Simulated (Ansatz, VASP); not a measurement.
## Two plane-wave programs on CdTe

The input INCAR:

```
SYSTEM = CdTe
ALGO     = Normal         ! electronic algorithm
EDIFF    = 1E-7           ! SCF threshold, eV
ENCUT    = 520            ! plane-wave cutoff, eV
GGA      = PE             ! functional
ISIF     = 2              ! what is computed and relaxed
ISMEAR   = 0              ! smearing method
LASPH    = .TRUE.         ! aspherical terms in the spheres
LCHARG   = .FALSE.        ! write CHGCAR
LREAL    = .FALSE.        ! projectors in reciprocal space
LWAVE    = .FALSE.        ! write WAVECAR
NBANDS   = 16             ! bands
NELM     = 60             ! most SCF steps
PREC     = Accurate       ! precision mode
SIGMA    = 0.05           ! smearing width, eV
```

Contents of KPOINTS:

```
k-points
0
G
  8 8 8
  0 0 0
```

Contents of POSCAR:

```
CdTe
1.0
    0.0000000000      3.2953288313      3.0317025248
    3.2953288313      0.0000000000      3.0317025248
    3.2953288313      3.2953288313      0.0000000000
Cd Te
1 1
Direct
    0.0000000000      0.0000000000      0.0000000000
    0.7500000000      0.7500000000      0.7500000000
```

Input for Ansatz:

```yaml
crystal:
  lattice:
    - [0.0, 3.2953288313, 3.0317025248]
    - [3.2953288313, 0.0, 3.0317025248]
    - [3.2953288313, 3.2953288313, 0.0]
  atoms:
    - { symbol: Cd, position: [0.0, 0.0, 0.0] }
    - { symbol: Te, position: [0.75, 0.75, 0.75] }
basis:
  ecutwfc: 420
kpoints:
  mp_grid: { grid: [8, 8, 8] }
hamiltonian:
  xc: pbe
scf:
  occupations: { method: gaussian, width: 0.05 }
output:
  forces: true
  stress: true
  eigenvalues: true
```

Alike in both runs: task single point; functional PBE; k mesh 8 × 8 × 8; occupations gaussian, width 0.05 eV; no spin polarisation.

```csv
,VASP,Ansatz
version,VASP 6.6.1,Ansatz 0.2.0
potentials or method,"VASP PAW PBE potentials, release 64 (Cd, Te)","scalar-relativistic, plane waves, PAW"
plane-wave cutoff (eV),520,420
valence electrons in the cell,18,36
```

```csv
,VASP,Ansatz,Ansatz less VASP
gap on the k mesh at the Fermi level (eV),0.70,0.70,-0.001
least direct gap on the mesh (eV),0.70,0.70,-0.001
pressure (GPa),4.2,4.1,-0.15
largest component of the traceless stress (GPa),0.57,0.57,+0.007
```

The two sets of potentials don't hold the same shells in valence.

Caveats: spin-orbit coupling is left out, which moves the levels of the heavy elements. As with any semilocal functional, this PBE gap is likely too small.
